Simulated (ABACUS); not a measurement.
# FeSi2 (Linzhiite) (P4/mmm) in ABACUS: equation of state

Aim: energy against volume of FeSi2 (Linzhiite) in PBEsol, for its equilibrium volume and stiffness.

All numbers are computed with ABACUS 3.10.1; they aren't measurements. Logs are shortened: lines on timing, memory, paths and dates and some standing lists are left out, and cuts for length are marked.

## (1) The crystal as given

The structure is tetragonal, space group P4/mmm (No. 123). Conventional cell: a = 2.684 Å, b = 2.684 Å, c = 5.128 Å, α = 90.00°, β = 90.00°, γ = 90.00°. Fe (site symmetry 4/mmm) is surrounded by 8 Si at 2.35 Å and 4 Fe at 2.68 Å. Si (site symmetry 4mm) is surrounded by 4 Fe at 2.35 Å and 5 Si at 2.36 to 2.68 Å.

## (2) Equation of state, PBEsol, collinear spin, ferromagnetic start, 11.57 Å³/atom (volume scaled by 0.94)

File INPUT:

```
INPUT_PARAMETERS
suffix              FeSi2
calculation         scf
basis_type          pw
pseudo_dir          ./
symmetry            1
dft_functional      pbesol
ecutwfc             90
pseudo_rcut         7
nspin               2
nbands              18
ks_solver           dav
smearing_method     fd
smearing_sigma      0.00367493
scf_thr             1e-08
scf_nmax            100
mixing_type         broyden
mixing_beta         0.4
cal_force           1
cal_stress          1
kpar                4
```

File STRU:

```
ATOMIC_SPECIES
Fe 55.8450 Fe.upf
Si 28.0850 Si.upf

LATTICE_CONSTANT
1.8897261246

LATTICE_VECTORS
2.6292091158 0.0000000000 0.0000000000
0.0000000000 2.6292091158 0.0000000000
0.0000000000 0.0000000000 5.0233175655

ATOMIC_POSITIONS
Direct

Fe
0.0
1
0.0000000000 0.0000000000 0.0000000000 1 1 1 mag 3

Si
0.0
2
0.5000000000 0.5000000000 0.7300000000 1 1 1 mag 0
0.5000000000 0.5000000000 0.2700000000 1 1 1 mag 0
```

File KPT:

```
K_POINTS
0
Gamma
10 10 5 0 0 0
```

Potentials or basis: PseudoDojo NC SR 0.4.1 PBEsol standard, plane waves.

Run with:

```bash
> OMP_NUM_THREADS=1 mpirun -np 4 abacus > log
```

running log:

```text
ABACUS v3.10.1

               Atomic-orbital Based Ab-initio Computation at UStc

 ------------------------------------------------------------------------------------

 READING GENERAL INFORMATION
                           global_out_dir = OUT.FeSi2/
                           global_in_card = INPUT
                               pseudo_dir = ./
                              orbital_dir =
                                    DSIZE = 4
                                    GSIZE = 1

 READING UNITCELL INFORMATION
                                    ntype = 2
                  lattice constant (Bohr) = 1.88973
              lattice constant (Angstrom) = 1

 READING ATOM TYPE 1
                               atom label = Fe
                      L=0, number of zeta = 1
                      L=1, number of zeta = 1
                      L=2, number of zeta = 1
             number of atom for this type = 1
               magnetization of element 1 = 3

 READING ATOM TYPE 2
                               atom label = Si
                      L=0, number of zeta = 1
                      L=1, number of zeta = 1
                      L=2, number of zeta = 1
             number of atom for this type = 2
               magnetization of element 2 = 0

                        TOTAL ATOM NUMBER = 3
DIRECT COORDINATES
    atom                   x                   y                   z     mag                  vx                  vy                  vz
taud_Fe1            0.0000000000        0.0000000000        0.0000000000  3.0000        0.0000000000        0.0000000000        0.0000000000
taud_Si1            0.5000000000        0.5000000000        0.7300000000  0.0000        0.0000000000        0.0000000000        0.0000000000
taud_Si2            0.5000000000        0.5000000000        0.2700000000  0.0000        0.0000000000        0.0000000000        0.0000000000

                          Volume (Bohr^3) = 234.335
                             Volume (A^3) = 34.7248

 Lattice vectors: (Cartesian coordinate: in unit of a_0)
             +2.62921                  +0                  +0
                   +0            +2.62921                  +0
                   +0                  +0            +5.02332
 Reciprocal vectors: (Cartesian coordinate: in unit of 2 pi/a_0)
            +0.380343                  -0                  +0
                   -0           +0.380343                  -0
                   +0                  -0           +0.199072
 The esolver type has been set to : ksdft_pw

                PAO radial cut off (Bohr) = 7

 Read in pseudopotential file is Fe.upf
                     pseudopotential type = NC
          exchange-correlation functional = PBESOL
                 nonlocal core correction = 1
                        valence electrons = 16
                                     lmax = 2
                           number of zeta = 4
                     number of projectors = 6
                           L of projector = 0
[... 5 lines left out ...]
                PAO radial cut off (Bohr) = 7

 Read in pseudopotential file is Si.upf
                     pseudopotential type = NC
          exchange-correlation functional = PBESOL
                 nonlocal core correction = 1
                        valence electrons = 4
                                     lmax = 2
                           number of zeta = 2
                     number of projectors = 6
                           L of projector = 0
                           L of projector = 0
                           L of projector = 1
                           L of projector = 1
                           L of projector = 2
                           L of projector = 2
     initial pseudo atomic orbital number = 18
 The readin total magnetization is 3

 SETUP THE ELECTRONS NUMBER
            electron number of element Fe = 16
      total electron number of element Fe = 16
            electron number of element Si = 4
      total electron number of element Si = 8
            AUTOSET number of electrons:  = 24
                           occupied bands = 12
                                   NBANDS = 18
                                   NLOCAL = 27

%%%%%%%%%%%%%%%%%%%%%%%%%%%%%%%%%%%%%%%%%%%%%%%%%%%%%%%%%%%%%%%%%%%%%%%%%%%%%%%%%%%%%%%%%%%%%%%%%%%%%%%%%%
 Warning: the number of valence electrons in pseudopotential > 8 for Fe: [Ar] 3d6 4s2
 Pseudopotentials with additional electrons can yield (more) accurate outcomes, but may be less efficient.
 If you're confident that your chosen pseudopotential is appropriate, you can safely ignore this warning.
%%%%%%%%%%%%%%%%%%%%%%%%%%%%%%%%%%%%%%%%%%%%%%%%%%%%%%%%%%%%%%%%%%%%%%%%%%%%%%%%%%%%%%%%%%%%%%%%%%%%%%%%%%

 SETUP THE PLANE WAVE BASIS
 energy cutoff for charge/potential (unit:Ry) = 360
            fft grid for charge/potential = [ 32, 32, 60 ]
                        fft grid division = [ 1, 1, 1 ]
        big fft grid for charge/potential = [ 32, 32, 60 ]
                                     nbxx = 61440
                                     nrxx = 61440

 SETUP PLANE WAVES FOR CHARGE/POTENTIAL
                    number of plane waves = 27005
[... 45 lines left out ...]
              PURE POINT GROUP OPERATIONS = 16
                   SPACE GROUP OPERATIONS = 16
                              POINT GROUP = D_4h
               POINT GROUP IN SPACE GROUP = D_4h

 SETUP K-POINTS
                                    nspin = 2
                   Input type of k points = Monkhorst-Pack(Gamma)
                                   nkstot = 500
                       right hand lattice = 1
(for reciprocal lattice: )
                             BRAVAIS TYPE = 5
                     BRAVAIS LATTICE NAME = 05. Tetrogonal P (simple)
                                    ibrav = 5
                       right hand lattice = 1
(for k-lattice: )
                             BRAVAIS TYPE = 5
                     BRAVAIS LATTICE NAME = 05. Tetrogonal P (simple)
                                    ibrav = 5
                       right hand lattice = 1
                        ROTATION MATRICES = 16
                               nkstot_ibz = 63
K-POINTS REDUCTION ACCORDING TO SYMMETRY
     IBZ    DIRECT_X    DIRECT_Y    DIRECT_Z  WEIGHT  ibz2bz
       1  0.00000000  0.00000000  0.00000000  0.0020       0
       2  0.10000000  0.00000000  0.00000000  0.0080       1
       3  0.20000000  0.00000000  0.00000000  0.0080       2
       4  0.30000000  0.00000000  0.00000000  0.0080       3
       5  0.40000000  0.00000000  0.00000000  0.0080       4
       6  0.50000000  0.00000000  0.00000000  0.0040       5
[... 22 lines left out ...]
      29  0.20000000  0.10000000  0.20000000  0.0320     112
      30  0.30000000  0.10000000  0.20000000  0.0320     113
[... 33 further k points ...]

                               nkstot now = 63
[... K-POINTS DIRECT COORDINATES: 63 rows ...]

           k-point number in this process = 16
       minimum distributed K point number = 15
[... stars of the k points ...]
                             nks(nspin=2) = 32
                          nkstot(nspin=2) = 126

[... K-POINTS CARTESIAN COORDINATES: 32 rows ...]

[... K-POINTS DIRECT COORDINATES: 32 rows ...]

 SETUP PLANE WAVES FOR WAVE FUNCTIONS
     energy cutoff for wavefunc (unit:Ry) = 90
              fft grid for wave functions = [ 32, 32, 60 ]
                    number of plane waves = 4139
                         number of sticks = 197

 PARALLEL PW FOR WAVE FUNCTIONS
     PROC   COLUMNS(POT)             PW
        1            197           4139
 --------------- sum -------------------
        1            197           4139

 SETUP NONLOCAL PSEUDOPOTENTIALS IN PLANE WAVE BASIS
 Fe non-local projectors:
 projector 1 L=0
 projector 2 L=0
 projector 3 L=1
 projector 4 L=1
 projector 5 L=2
 projector 6 L=2
 Si non-local projectors:
 projector 1 L=0
 projector 2 L=0
 projector 3 L=1
 projector 4 L=1
 projector 5 L=2
 projector 6 L=2
      TOTAL NUMBER OF NONLOCAL PROJECTORS = 54

 Init Non-Local PseudoPotential table :
 Init Non-Local-Pseudopotential done.

                                     npwx = 3403

 Make real space PAO into reciprocal space.
       max mesh points in Pseudopotential = 701
     dq(describe PAO in reciprocal space) = 0.01
                                    max q = 1143

 number of pseudo atomic orbitals for Fe is 4
WARNING: norm of atomic wavefunction # 3 of atomic type Fe is 0.999977, renormalized
WARNING: norm of atomic wavefunction # 4 of atomic type Fe is 0.996725, renormalized

 number of pseudo atomic orbitals for Si is 2
WARNING: norm of atomic wavefunction # 1 of atomic type Si is 0.999877, renormalized
WARNING: norm of atomic wavefunction # 2 of atomic type Si is 0.99628, renormalized

 -------------------------------------------
 SELF-CONSISTENT
 -------------------------------------------
                                 init_chg = atomic

 PW ALGORITHM --------------- ION=   1  ELEC=   1--------------------------------
          total magnetism (Bohr mag/cell) = 0.950103
       absolute magnetism (Bohr mag/cell) = 1.26531
                        nelec for spin up = 12.4751
                      nelec for spin down = 11.5249
[... 193 lines left out ...]
 Density error is 6.67802950027e-09
                          Error Threshold = 1.18292441435e-10
----------------------------------------------------------
     Energy           Rydberg                 eV
----------------------------------------------------------
 E_KohnSham     -267.4640595151      -3639.0352196172
 E_KS(sigma->0) -267.4637187301      -3639.0305829981
 E_Harris       -267.4642588852      -3639.0379321863
 E_band         -14.9025518963       -202.7596205299
 E_one_elec     -195.5423241947      -2660.4898092110
 E_Hartree      111.6515433982       1519.0971807095
 E_xc           -41.9075630828       -570.1816472204
 E_Ewald        -141.6650340657      -1927.4516706572
 E_entropy(-TS) -0.0006815702        -0.0092732380
 E_descf        0.0000000000         0.0000000000
 E_exx          0.0000000000         0.0000000000
 E_Fermi        1.1270124986         15.3337916985
----------------------------------------------------------

 charge density convergence is achieved
 final etot is -3639.0352196 eV
 EFERMI = 15.333791699 eV

 STATE ENERGY(eV) AND OCCUPATIONS    NSPIN == 2
SPIN UP :
 1/16 kpoint (Cartesian) = 0.0000 0.0000 0.0000 (3373 pws)
       1       -71.5658     0.00200000
       2       -37.8080     0.00200000
       3       -37.8080     0.00200000
       4       -37.7140     0.00200000
       5       0.881094     0.00200000
       6        5.92800     0.00200000
[... 98 lines left out ...]
       5        5.16633     0.00400000
       6        6.94925     0.00400000
[... 10 lines left out ...]
      17        24.5553    3.20223e-83
      18        26.3423        0.00000

[... levels at 26 further k points ...]

------------------------------------------------------------------------------------------
 TOTAL-FORCE (eV/Angstrom)
------------------------------------------------------------------------------------------
                       Fe1         0.0000000000         0.0000000000         0.0000000000
                       Si1         0.0000000000         0.0000000000        -0.5775352540
                       Si2         0.0000000000         0.0000000000         0.5775352540
------------------------------------------------------------------------------------------

----------------------------------------------------------------
 TOTAL-STRESS (KBAR)
----------------------------------------------------------------
       122.2054608231         0.0000000000        -0.0000000000
         0.0000000000       122.2054608231         0.0000000000
         0.0000000000        -0.0000000000       122.9049546682
----------------------------------------------------------------
 TOTAL-PRESSURE: 122.438625 KBAR

 --------------------------------------------
 !FINAL_ETOT_IS -3639.0352196171511423 eV
 --------------------------------------------
```

Wall time 20 s (4 MPI ranks of Intel Xeon 6975P-C (Granite Rapids), shared host); peak memory 0.48 GiB.

Results:

```
Free energy            : -3639.0352 eV
Pressure               : 12.2 GPa
Largest force          : 0.578 eV/Å
Band gap on the k mesh : none (metal or under the smearing width)
Net moment             : 0.00 μB per cell
Absolute moment        : 0.00 μB per cell
```

Caveat: the starting moments collapsed, and a magnetic state may lie lower.

## (3) Equation of state, PBEsol, collinear spin, ferromagnetic start, 11.82 Å³/atom (volume scaled by 0.96)

INPUT is that of step 2.

Edit STRU of step 2 so:

```diff
@@ -8,5 +8,5 @@
 LATTICE_VECTORS
-2.6292091158 0.0000000000 0.0000000000
-0.0000000000 2.6292091158 0.0000000000
-0.0000000000 0.0000000000 5.0233175655
+2.6477252830 0.0000000000 0.0000000000
+0.0000000000 2.6477252830 0.0000000000
+0.0000000000 0.0000000000 5.0586942069
```

KPT is that of step 2.

Potentials or basis: PseudoDojo NC SR 0.4.1 PBEsol standard, plane waves.

Run with:

```bash
> OMP_NUM_THREADS=1 mpirun -np 4 abacus > log
```

Wall time 24 s (4 MPI ranks of Intel Xeon 6975P-C (Granite Rapids), shared host); peak memory 0.48 GiB.

The run converged. Its results:

| Quantity | Value |
| --- | --- |
| Free energy | -3639.0797 eV |
| Pressure | 7.1 GPa |
| Largest force | 0.458 eV/Å |
| Band gap on the k mesh | none (metal or under the smearing width) |
| Net moment | 0.00 μB per cell |
| Absolute moment | 0.00 μB per cell |

Caveat: the starting moments collapsed, and a magnetic state may lie lower.

## (4) Equation of state, PBEsol, collinear spin, ferromagnetic start, 12.07 Å³/atom (volume scaled by 0.98)

INPUT is that of step 3.

Edit STRU of step 3 so:

```diff
@@ -8,5 +8,5 @@
 LATTICE_VECTORS
-2.6477252830 0.0000000000 0.0000000000
-0.0000000000 2.6477252830 0.0000000000
-0.0000000000 0.0000000000 5.0586942069
+2.6659860344 0.0000000000 0.0000000000
+0.0000000000 2.6659860344 0.0000000000
+0.0000000000 0.0000000000 5.0935828556
```

KPT is that of step 3.

Run with:

```bash
> OMP_NUM_THREADS=1 mpirun -np 4 abacus > log
```

Run time: 24 s. Hardware: 4 MPI ranks of Intel Xeon 6975P-C (Granite Rapids), shared host; peak memory 0.52 GiB.

The run converged. Its results:

```yaml
Free_energy: -3639.1017 eV
Pressure: 2.5 GPa
Largest_force: 0.346 eV/Å
Band_gap_on_the_k_mesh: none (metal or under the smearing width)
Net_moment: 0.01 μB per cell
Absolute_moment: 0.01 μB per cell
```

Caveat: the starting moments collapsed, and a magnetic state may lie lower.

## (5) Equation of state, PBEsol, collinear spin, ferromagnetic start, 12.31 Å³/atom

INPUT is that of step 4.

Edit STRU of step 4 so:

```diff
@@ -8,5 +8,5 @@
 LATTICE_VECTORS
-2.6659860344 0.0000000000 0.0000000000
-0.0000000000 2.6659860344 0.0000000000
-0.0000000000 0.0000000000 5.0935828556
+2.6840000000 0.0000000000 0.0000000000
+0.0000000000 2.6840000000 0.0000000000
+0.0000000000 0.0000000000 5.1280000000
```

KPT is that of step 4.

Run with:

```bash
> OMP_NUM_THREADS=1 mpirun -np 4 abacus > log
```

Wall time 23 s (4 MPI ranks of Intel Xeon 6975P-C (Granite Rapids), shared host); peak memory 0.52 GiB.

Results (log left out):

```yaml
Free_energy: -3639.1033 eV
Pressure: -1.7 GPa
Largest_force: 0.243 eV/Å
Band_gap_on_the_k_mesh: none (metal or under the smearing width)
Net_moment: 0.04 μB per cell
Absolute_moment: 0.05 μB per cell
```

Caveat: the starting moments collapsed, and a magnetic state may lie lower.

## (6) Equation of state, PBEsol, collinear spin, ferromagnetic start, 12.56 Å³/atom (volume scaled by 1.02)

INPUT is that of step 5.

Edit STRU of step 5 so:

```diff
@@ -8,5 +8,5 @@
 LATTICE_VECTORS
-2.6840000000 0.0000000000 0.0000000000
-0.0000000000 2.6840000000 0.0000000000
-0.0000000000 0.0000000000 5.1280000000
+2.7017753525 0.0000000000 0.0000000000
+0.0000000000 2.7017753525 0.0000000000
+0.0000000000 0.0000000000 5.1619612546
```

KPT is that of step 5.

Potentials or basis: PseudoDojo NC SR 0.4.1 PBEsol standard, plane waves.

Run with:

```bash
> OMP_NUM_THREADS=1 mpirun -np 4 abacus > log
```

Run time: 17 s. Hardware: 4 MPI ranks of Intel Xeon 6975P-C (Granite Rapids), shared host; peak memory 0.52 GiB.

It converged, with:

```yaml
Free_energy: -3639.0868 eV
Pressure: -5.4 GPa
Largest_force: 0.145 eV/Å
Band_gap_on_the_k_mesh: none (metal or under the smearing width)
Net_moment: 0.08 μB per cell
Absolute_moment: 0.11 μB per cell
```

## (7) Equation of state, PBEsol, collinear spin, ferromagnetic start, 12.81 Å³/atom (volume scaled by 1.04)

INPUT is that of step 6.

Edit STRU of step 6 so:

```diff
@@ -8,5 +8,5 @@
 LATTICE_VECTORS
-2.7017753525 0.0000000000 0.0000000000
-0.0000000000 2.7017753525 0.0000000000
-0.0000000000 0.0000000000 5.1619612546
+2.7193198399 0.0000000000 0.0000000000
+0.0000000000 2.7193198399 0.0000000000
+0.0000000000 0.0000000000 5.1954814228
```

KPT is that of step 6.

Run with:

```bash
> OMP_NUM_THREADS=1 mpirun -np 4 abacus > log
```

Wall time 15 s (4 MPI ranks of Intel Xeon 6975P-C (Granite Rapids), shared host); peak memory 0.52 GiB.

The run converged. Its results:

```yaml
Free_energy: -3639.0542 eV
Pressure: -8.7 GPa
Largest_force: 0.054 eV/Å
Band_gap_on_the_k_mesh: none (metal or under the smearing width)
Net_moment: 0.10 μB per cell
Absolute_moment: 0.14 μB per cell
```

## (8) Equation of state, PBEsol, collinear spin, ferromagnetic start, 13.05 Å³/atom (volume scaled by 1.06)

INPUT is that of step 7.

Edit STRU of step 7 so:

```diff
@@ -8,5 +8,5 @@
 LATTICE_VECTORS
-2.7193198399 0.0000000000 0.0000000000
-0.0000000000 2.7193198399 0.0000000000
-0.0000000000 0.0000000000 5.1954814228
+2.7366408154 0.0000000000 0.0000000000
+0.0000000000 2.7366408154 0.0000000000
+0.0000000000 0.0000000000 5.2285745534
```

KPT is that of step 7.

Run with:

```bash
> OMP_NUM_THREADS=1 mpirun -np 4 abacus > log
```

It took 16 s on 4 MPI ranks of Intel Xeon 6975P-C (Granite Rapids), shared host; peak memory 0.52 GiB.

The run converged. Its results:

```yaml
Free_energy: -3639.0074 eV
Pressure: -11.6 GPa
Largest_force: 0.031 eV/Å
Band_gap_on_the_k_mesh: none (metal or under the smearing width)
Net_moment: 0.12 μB per cell
Absolute_moment: 0.16 μB per cell
```

## (9) Equation of state, PBEsol, collinear spin, ferromagnetic start

Potentials or basis: PseudoDojo NC SR 0.4.1 PBEsol standard, plane waves.

This step only gathers the single runs of the series.

What came out:

| Quantity | Value |
| --- | --- |
| Equilibrium volume | 12.21 Å³/atom |
| Bulk modulus at fixed shape and positions | 203 GPa |
| Pressure derivative of the bulk modulus | 4.7 |

Energy against volume, from the lowest point:
| volume (Å³/atom) | energy (meV/atom) |
| --- | --- |
| 11.575 | 22.70 |
| 11.821 | 7.86 |
| 12.068 | 0.55 |
| 12.314 | 0.00 |
| 12.560 | 5.49 |
| 12.806 | 16.36 |
| 13.053 | 31.98 |

Caveat: the cell was scaled at fixed shape and fractional positions, which overstates the stiffness of a crystal with free parameters, most of all of layers and chains.
